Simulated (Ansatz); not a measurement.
# Al2O3: a prediction, then the measurements

These are results of DFT PBE, scalar-relativistic, plane waves, PAW in Ansatz 0.2.0, not measurements.

Settings: cutoff 420 eV, Γ-centred mesh 6×6×6 on the computed 10-atom cell, Gaussian smearing of 0.02 eV; no spin polarisation.

Relaxed structure, symmetry kept:

```cif
data_structure
_symmetry_space_group_name_H-M 'P 1'
_symmetry_Int_Tables_number 1
_cell_length_a 5.1811
_cell_length_b 5.1811
_cell_length_c 5.1811
_cell_angle_alpha 55.299
_cell_angle_beta 55.299
_cell_angle_gamma 55.299
_cell_volume 87.60
loop_
_atom_site_label
_atom_site_type_symbol
_atom_site_fract_x
_atom_site_fract_y
_atom_site_fract_z
_atom_site_occupancy
Al1 Al 0.35215 0.35215 0.35215 1
Al2 Al 0.14785 0.14785 0.14785 1
Al3 Al 0.64785 0.64785 0.64785 1
Al4 Al 0.85215 0.85215 0.85215 1
O1 O 0.55617 0.94383 0.25000 1
O2 O 0.25000 0.55617 0.94383 1
O3 O 0.94383 0.25000 0.55617 1
O4 O 0.44383 0.05617 0.75000 1
O5 O 0.75000 0.44383 0.05617 1
O6 O 0.05617 0.75000 0.44383 1
```

* Space group: R-3c (No. 167)
* Volume per atom: 8.76 Å³
* Formation energy from the elements' standard states (uncorrected): -2.978 eV/atom
* Kohn–Sham band gap: 5.85 eV, direct at Γ
* Löwdin character of the top 1 eV of the valence band: O 2p 96 %
* Löwdin character of the lowest 1 eV of the conduction band: Al 3s 42 %, O 2s 38 %, Al 3p 13 %
* Electron masses at the edge by Cartesian direction of the standard setting (m_e; degenerate bands sorted by energy; no spin-orbit coupling): x: 0.37; y: 0.37; z: 0.38
* Hole masses at the edge by Cartesian direction of the standard setting (m_e; degenerate bands sorted by energy; no spin-orbit coupling): x: 7.5; y: 7.5; z: 0.34
* Bulk modulus: 230 GPa
* Its pressure derivative: 4.0
* Bader charges (e): Al (4 in the cell) 2.55, O (6 in the cell) -1.70

**What was measured.**

From “Effects of physical and chemical pressure on charge density wave transitions in LaAg1-xAuxSb2 single crystals”, 2022, arxiv:2211.11873, for a powder of Al2O3: lattice constant a 4.7586 ± 0.0002 Å.

“New Sustainable Multilayered Membranes Based on ZrVTi for Hydrogen Purification”, 2022, pmc:9317777 reports, for a ceramic of Al2O3 at 300 K: lattice constant c 13.007 ± 0.001 Å.

From “Multi-petahertz electron interference in Cr:Al2O3 solid-state material”, 2018, pmc:5906618, for a bulk crystal of Al2O3: band gap 8.7 eV (optical).

A printed reference work, data compilation reports, for a bulk crystal of Al2O3: bulk modulus 252.9 GPa.

Against the measured lattice constant a of Al2O3, 4.7586 Å (powder; the paper above), the calculated 4.809 Å is off by +1.1 %. 2 values of this kind are on record (4.7586 to 4.763 Å); this one was drawn at random, those with a stated uncertainty first. Against the measured lattice constant c of Al2O3, 13.007 Å (300 K; ceramic; the paper above), the calculated 13.123 Å is off by +0.9 %. 2 values of this kind are on record in papers (12.9903 to 13.007 Å); this one was drawn at random among those near their median, those with a stated uncertainty first. The calculation is for 0 K without zero-point motion. A measured band gap of Al2O3 is 8.7 eV (optical; quoted in the paper above); the calculated 5.85 eV misses it by -2.85 eV. Kohn–Sham gaps of semilocal functionals fall short of measured ones as a rule. A measured bulk modulus of Al2O3 is 252.9 GPa (a printed reference work, data compilation); the calculated 230 GPa misses it by -9.0 %.